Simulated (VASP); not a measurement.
## PbSe (rocksalt): a PBE single-point calculation in VASP

INCAR

```
ISIF = 2
GGA = PE
LCHARG = .TRUE.
NELM = 120
NSW = 0
ISMEAR = -1
LWAVE = .FALSE.
ENCUT = 520
NBANDS = 17
EDIFF = 1E-7
LASPH = .TRUE.
IBRION = -1
PREC = Accurate
LREAL = .FALSE.
LELF = .TRUE.
SIGMA = 0.02
```

KPOINTS

```
KPOINTS created by Atomic Simulation Environment
0
Gamma
8 8 8
0 0 0
```

KPOINTS_OPT

```
special points
7
Reciprocal
0.0000000000 0.0000000000 0.0000000000 1
0.5000000000 0.0000000000 0.5000000000 1
0.6250000000 0.2500000000 0.6250000000 1
0.3750000000 0.3750000000 0.7500000000 1
0.5000000000 0.5000000000 0.5000000000 1
0.5000000000 0.2500000000 0.7500000000 1
0.0000000000 0.0000000000 0.5000000000 1
```

POSCAR

```
Pb Se
 1.0000000000000000
    -0.0000000000000000    3.0887022195350249    3.0887022195350249
     3.0887022195350249   -0.0000000000000000    3.0887022195350249
     3.0887022195350249    3.0887022195350249   -0.0000000000000000
 Pb  Se
   1   1
Cartesian
  0.0000000000000000  0.0000000000000000  0.0000000000000000
  3.0887022195350244  3.0887022195350244  3.0887022195350244
```

VASP ran with the recommended PBE PAW datasets (20 valence electrons in the cell).

Command

```
mpirun -np 1 vasp_std
```

OSZICAR

```
N       E                     dE             d eps       ncg     rms          rms(c)
DAV:   1     0.156846884123E+03    0.15685E+03   -0.94805E+03   986   0.119E+03
DAV:   2     0.333130856761E+01   -0.15352E+03   -0.14828E+03  1036   0.304E+02
DAV:   3    -0.820869416624E+01   -0.11540E+02   -0.11421E+02  1322   0.899E+01
DAV:   4    -0.849318222276E+01   -0.28449E+00   -0.28406E+00  1170   0.154E+01
DAV:   5    -0.850238677983E+01   -0.92046E-02   -0.92036E-02  1369   0.279E+00    0.273E+00
DAV:   6    -0.819627792226E+01    0.30611E+00   -0.77119E-01  1453   0.580E+00    0.151E+00
DAV:   7    -0.819200133738E+01    0.42766E-02   -0.12505E-01  1169   0.167E+00    0.844E-01
DAV:   8    -0.819563947180E+01   -0.36381E-02   -0.13914E-02  1182   0.125E+00    0.181E-01
DAV:   9    -0.819511438748E+01    0.52508E-03   -0.30050E-03  1498   0.514E-01    0.550E-02
DAV:  10    -0.819519250501E+01   -0.78118E-04   -0.23243E-04  1144   0.862E-02    0.201E-02
DAV:  11    -0.819519956229E+01   -0.70573E-05   -0.60485E-05  1301   0.774E-02    0.853E-03
DAV:  12    -0.819519956977E+01   -0.74772E-08   -0.33078E-06  1260   0.119E-02    0.240E-03
DAV:  13    -0.819519959158E+01   -0.21814E-07   -0.20502E-07  1172   0.381E-03
   1 F= -.81951996E+01 E0= -.81951993E+01  d E =-.497503E-06
       N       E                     dE             ncg
DAV:   1     0.119281584365E+04   -0.36170E+04      238
DAV:   2     0.123122887616E+03   -0.10697E+04      246
DAV:   3     0.483016114193E+02   -0.74821E+02      328
DAV:   4     0.467655588824E+02   -0.15361E+01      292
DAV:   5     0.467196446013E+02   -0.45914E-01      336
DAV:   6     0.467170592904E+02   -0.25853E-02      339
DAV:   7     0.467170447486E+02   -0.14542E-04      323
DAV:   8     0.467170444205E+02   -0.32809E-06      322
DAV:   9     0.467170444151E+02   -0.53271E-08      225
```

From OUTCAR

```
k-points           NKPTS =     29   k-points in BZ     NKDIM =     29   number of bands    NBANDS=     17

   NELECT =      20.0000    total number of electrons

   dimension x,y,z NGX =    32 NGY =   32 NGZ =   32
   dimension x,y,z NGXF=    64 NGYF=   64 NGZF=   64

  energy-cutoff  :      520.00
  volume of cell :       58.93
      direct lattice vectors                 reciprocal lattice vectors
     0.000000000  3.088702220  3.088702220    -0.161880286  0.161880286  0.161880286
     3.088702220  0.000000000  3.088702220     0.161880286 -0.161880286  0.161880286
     3.088702220  3.088702220  0.000000000     0.161880286  0.161880286 -0.161880286

 k-points in reciprocal lattice and weights: KPOINTS created by Atomic Simulation Env
   0.00000000  0.00000000  0.00000000       0.002
   0.12500000  0.00000000  0.00000000       0.016
   0.25000000  0.00000000  0.00000000       0.016
   0.37500000  0.00000000  0.00000000       0.016
   0.50000000  0.00000000  0.00000000       0.008
   0.12500000  0.12500000  0.00000000       0.012
   0.25000000  0.12500000  0.00000000       0.047
   0.37500000  0.12500000  0.00000000       0.047
   ...

 E-fermi :   4.9030

 k-point     1 :       0.0000    0.0000    0.0000
  band No.  band energies     occupation
      1     -12.0602      2.00000
      2     -12.0602      2.00000
      3     -12.0602      2.00000
      4     -12.0549      2.00000
      5     -12.0549      2.00000
      6      -8.6313      2.00000
      7      -1.6130      2.00000
      8       2.9791      2.00000
      9       2.9791      2.00000
     10       2.9791      2.00000
     11       9.3845      0.00000
     12       9.3845      0.00000
     13       9.3845      0.00000
     14      11.3093      0.00000
     15      11.3093      0.00000
     16      11.3093      0.00000
     17      12.9622      0.00000

 k-point     2 :       0.1250    0.0000    0.0000
  band No.  band energies     occupation
      1     -12.0598      2.00000
      2     -12.0598      2.00000
      3     -12.0596      2.00000
      4     -12.0541      2.00000
      5     -12.0541      2.00000
      6      -8.5187      2.00000
      7      -1.9700      2.00000
      8       3.0182      2.00000
      9       3.0182      2.00000
     10       3.2250      2.00000
     11       8.3595      0.00000
     12       8.7440      0.00000
     13       8.7440      0.00000
     14      11.1259      0.00000
     15      11.6425      0.00000
     16      11.6425      0.00000
     17      13.9676      0.00000

 k-point     3 :       0.2500    0.0000    0.0000
  band No.  band energies     occupation
      1     -12.0667      2.00000
      2     -12.0667      2.00000
      3     -12.0584      2.00000
      4     -12.0444      2.00000
      5     -12.0444      2.00000
      6      -8.2109      2.00000
      7      -2.7721      2.00000
      8       3.1325      2.00000
      9       3.1325      2.00000
     10       3.7343      2.00000
     11       6.9043      0.00000
     12       7.6637      0.00000
     13       7.6637      0.00000
     14      11.3066      0.00000
     15      12.4923      0.00000
     16      12.4923      0.00000
     17      15.8150      0.00000

 k-point     4 :       0.3750    0.0000    0.0000
  band No.  band energies     occupation
      1     -12.0741      2.00000
      2     -12.0741      2.00000
      3     -12.0574      2.00000
      4     -12.0340      2.00000
      5     -12.0340      2.00000
      6      -7.8260      2.00000
      7      -3.5676      2.00000
      8       3.2866      2.00000
      9       3.2866      2.00000
     10       4.2651      2.00000
     11       5.7587      0.00000
     12       6.8155      0.00000
     13       6.8155      0.00000
     14      12.2250      0.00000
     15      13.7686      0.00000
     16      13.7686      0.00000
     17      16.0831      0.00000

 k-point     5 :       0.5000    0.0000    0.0000
  band No.  band energies     occupation
      1     -12.0772      2.00000
      2     -12.0772      2.00000
      3     -12.0570      2.00000
      4     -12.0297      2.00000
      5     -12.0297      2.00000
      6      -7.6288      2.00000
      7      -3.9183      2.00000
      8       3.3682      2.00000
      9       3.3682      2.00000
     10       4.7133      1.99985
     11       5.0927      0.00015
     12       6.4887      0.00000
     13       6.4887      0.00000
     14      13.2513      0.00000
     15      14.8434      0.00000
     16      14.9046      0.00000
     17      14.9046      0.00000

 k-point     6 :       0.1250    0.1250    0.0000
  band No.  band energies     occupation
      1     -12.0637      2.00000
      2     -12.0625      2.00000
      3     -12.0546      2.00000
      4     -12.0546      2.00000
      5     -12.0524      2.00000
      6      -8.4798      2.00000
      7      -2.0213      2.00000
      8       2.7632      2.00000
      9       2.7632      2.00000
     10       3.7096      2.00000
     11       7.3995      0.00000
     12       9.2559      0.00000
     13       9.2560      0.00000
     14      10.4002      0.00000
     15      12.2653      0.00000
     16      12.2653      0.00000
     17      13.4170      0.00000

 k-point     7 :       0.2500    0.1250    0.0000
  band No.  band energies     occupation
      1     -12.0749      2.00000
      2     -12.0624      2.00000
      3     -12.0573      2.00000
      4     -12.0480      2.00000
      5     -12.0427      2.00000
      6      -8.2336      2.00000
      7      -2.5559      2.00000
      8       2.6451      2.00000
      9       2.7046      2.00000
     10       3.9773      2.00000
     11       6.5176      0.00000
     12       8.5551      0.00000
     13       8.7610      0.00000
     14      10.3997      0.00000
     15      12.7831      0.00000
     16      13.1482      0.00000
     17      14.6757      0.00000

 k-point     8 :       0.3750    0.1250    0.0000
  band No.  band energies     occupation
      1     -12.0847      2.00000
      2     -12.0645      2.00000
      3     -12.0586      2.00000
      4     -12.0411      2.00000
      5     -12.0325      2.00000
      6      -7.8655      2.00000
      7      -3.2767      2.00000
      8       2.7194      2.00000
      9       2.7468      2.00000
     10       3.7365      2.00000
     11       6.3164      0.00000
     12       7.7508      0.00000
     13       7.8756      0.00000
     14      11.0572      0.00000
     15      13.6916      0.00000
     16      14.3381      0.00000
     17      15.9624      0.00000

 k-point     9 :       0.5000    0.1250    0.0000
  band No.  band energies     occupation
      1     -12.0878      2.00000
      2     -12.0710      2.00000
      3     -12.0550      2.00000
      4     -12.0358      2.00000
      5     -12.0288      2.00000
      6      -7.5856      2.00000
      7      -3.7668      2.00000
      8       2.5202      2.00000
      9       2.9764      2.00000
     10       3.7829      2.00000
     11       6.0735      0.00000
     12       7.1094      0.00000
     13       7.6228      0.00000
     14      12.3045      0.00000
     15      14.3732      0.00000
     16      15.0324      0.00000
     17      15.2113      0.00000

 k-point    10 :      -0.3750    0.1250    0.0000
  band No.  band energies     occupation
      1     -12.0826      2.00000
      2     -12.0728      2.00000
      3     -12.0545      2.00000
      4     -12.0344      2.00000
      5     -12.0339      2.00000
      6      -7.6525      2.00000
      7      -3.6746      2.00000
      8       2.2421      2.00000
      9       3.2986      2.00000
     10       4.2081      2.00000
     11       5.7141      0.00000
     12       6.7093      0.00000
     13       8.0553      0.00000
     14      12.4779      0.00000
     15      13.6149      0.00000
     16      14.5207      0.00000
     17      15.6020      0.00000

 k-point    11 :      -0.2500    0.1250    0.0000
  band No.  band energies     occupation
      1     -12.0721      2.00000
      2     -12.0692      2.00000
      3     -12.0567      2.00000
      4     -12.0445      2.00000
      5     -12.0381      2.00000
      6      -7.9961      2.00000
      7      -3.0898      2.00000
      8       2.2228      2.00000
      9       3.4442      2.00000
     10       4.2991      2.00000
     11       5.9870      0.00000
     12       6.9011      0.00000
     13       8.6092      0.00000
     14      11.6482      0.00000
     15      12.3862      0.00000
     16      14.1618      0.00000
     17      15.1200      0.00000

 ...

  Total        0.3420207      0.3420207      0.3420207      0.0000000     -0.0000000      0.0000000
  in kB        9.2983286      9.2983286      9.2983286      0.0000000     -0.0000000      0.0000000
  external PRESSURE =       9.2983286 kB  Pullay stress =       0.0000000 kB

 POSITION                                       TOTAL-FORCE (eV/Angst)
 -----------------------------------------------------------------------------------
      0.00000      0.00000      0.00000        -0.000000     -0.000000     -0.000000
      3.08870      3.08870      3.08870         0.000000      0.000000      0.000000
 -----------------------------------------------------------------------------------
    total drift:                                0.000000     -0.000000     -0.000000

  FREE ENERGIE OF THE ION-ELECTRON SYSTEM (eV)
  ---------------------------------------------------
  free  energy   TOTEN  =        -8.1951995916 eV

  energy  without entropy=       -8.1951990941  energy(sigma->0) =       -8.19519934
```

The gap between bands v and c is 0.38 eV, the least direct gap is 0.38 eV and the pressure is 0.9 GPa.

Band v is the last that the valence electrons fill when counted band by band, and c is the next.

The run took about 27 s on one core of a shared host (Intel Xeon Platinum 8488C) and held 0.2 GiB at most.
